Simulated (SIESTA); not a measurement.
**How far to go with shifted k-point meshes: ZnTe (R3m, 2 atoms in the cell)**

```xyz
2
Lattice="0.0000 3.0408 3.0408 3.0408 0.0000 3.0408 3.0408 3.0408 0.0000" Properties=species:S:1:pos:R:3 pbc="T T T"
Zn     0.0289     0.0289     0.0289
Te     1.5204     1.5204     1.5204
```

Method of the run: GGA PBE, numerical atomic orbitals DZP, PseudoDojo PBE standard norm-conserving potentials (rewritten from UPF to PSML) in SIESTA 5.4.2.

Base settings: XC.functional = GGA; XC.authors = PBE; potentials = PseudoDojo PBE standard; PAO.BasisSize = DZP; PAO.EnergyShift = 0.005 Ry; MeshCutoff = 400 Ry; kgrid.MonkhorstPack = 6 6 6; OccupationFunction = FD; ElectronicTemperature = 0.05 eV; MaxSCFIterations = 150.

Shifted meshes do not hold Γ, so a gap read on them misses any band edge there.

Only quantities that move along the ladder and can be compared are tabulated.

Core times come from one kind of shared machine, to one figure; runs under 30 s give none.

The starting cell has typed, rounded lattice constants, without a prior relaxation at this level. Its lattice was rescaled by up to half a per cent. One atom was moved a little off its site on purpose. Spin-orbit coupling is off. Values carry the incompleteness of an atom-centred basis.

Steps (kgrid.MonkhorstPack): 2 2 2 shifted by 0.5 0.5 0.5; 3 3 3 shifted by 0.5 0.5 0.5; 4 4 4 shifted by 0.5 0.5 0.5; 5 5 5 shifted by 0.5 0.5 0.5; 6 6 6 shifted by 0.5 0.5 0.5; 7 7 7 shifted by 0.5 0.5 0.5; 8 8 8 shifted by 0.5 0.5 0.5; 9 9 9 shifted by 0.5 0.5 0.5; 10 10 10 shifted by 0.5 0.5 0.5; 11 11 11 shifted by 0.5 0.5 0.5; 12 12 12 shifted by 0.5 0.5 0.5; 13 13 13 shifted by 0.5 0.5 0.5; 15 15 15 shifted by 0.5 0.5 0.5; 17 17 17 shifted by 0.5 0.5 0.5; 18 18 18 shifted by 0.5 0.5 0.5; 20 20 20 shifted by 0.5 0.5 0.5.

Problem. What is the coarsest kgrid.MonkhorstPack that holds the free energy within 0.5 meV/atom of the last step, with all finer ones?

Solution. 3 3 3 shifted by 0.5 0.5 0.5; the step before is off by 26 meV/atom.

Problem. What is the coarsest kgrid.MonkhorstPack that holds the pressure within 0.05 GPa of the last step, with all finer ones?

Solution. 3 3 3 shifted by 0.5 0.5 0.5; the step before is off by 0.42 GPa.

| kgrid.MonkhorstPack | free energy less the last step's (meV/atom) | pressure (GPa) | largest difference of a force vector from the last step's (eV/Å) | gap on the mesh (eV) | core time / last (rough) |
|---|---|---|---|---|---|
| 2 2 2 shifted by 0.5 0.5 0.5 | 26.44 | 2.96 | 0.468 | 3.003 | – |
| 3 3 3 shifted by 0.5 0.5 0.5 | 0.39 | 2.57 | 0.108 | 2.405 | – |
| 4 4 4 shifted by 0.5 0.5 0.5 | -0.39 | 2.54 | 0.031 | 2.430 | – |
| 5 5 5 shifted by 0.5 0.5 0.5 | -0.16 | 2.54 | 0.008 | 2.245 | – |
| 6 6 6 shifted by 0.5 0.5 0.5 | -0.05 | 2.54 | 0.002 | 2.063 | – |
| 7 7 7 shifted by 0.5 0.5 0.5 | -0.01 | 2.54 | 0.000 | 1.931 | – |
| 8 8 8 shifted by 0.5 0.5 0.5 | 0.00 | 2.54 | 0.000 | 1.832 | – |
| 9 9 9 shifted by 0.5 0.5 0.5 | 0.00 | 2.54 | 0.000 | 1.757 | – |
| 10 10 10 shifted by 0.5 0.5 0.5 | 0.00 | 2.54 | 0.000 | 1.700 | 0.3 |
| 11 11 11 shifted by 0.5 0.5 0.5 | 0.00 | 2.54 | 0.000 | 1.654 | 0.5 |
| 12 12 12 shifted by 0.5 0.5 0.5 | 0.00 | 2.54 | 0.000 | 1.618 | 0.5 |
| 13 13 13 shifted by 0.5 0.5 0.5 | 0.00 | 2.54 | 0.000 | 1.589 | 0.6 |
| 15 15 15 shifted by 0.5 0.5 0.5 | 0.00 | 2.54 | 0.000 | 1.545 | 0.9 |
| 17 17 17 shifted by 0.5 0.5 0.5 | 0.00 | 2.54 | 0.000 | 1.514 | 1 |
| 18 18 18 shifted by 0.5 0.5 0.5 | 0.00 | 2.54 | 0.000 | 1.502 | 1 |
| 20 20 20 shifted by 0.5 0.5 0.5 | 0.00 | 2.54 | 0.000 | 1.483 | 1 |

The gap on the mesh jumps up and down from mesh to mesh; it is no smooth measure of convergence.
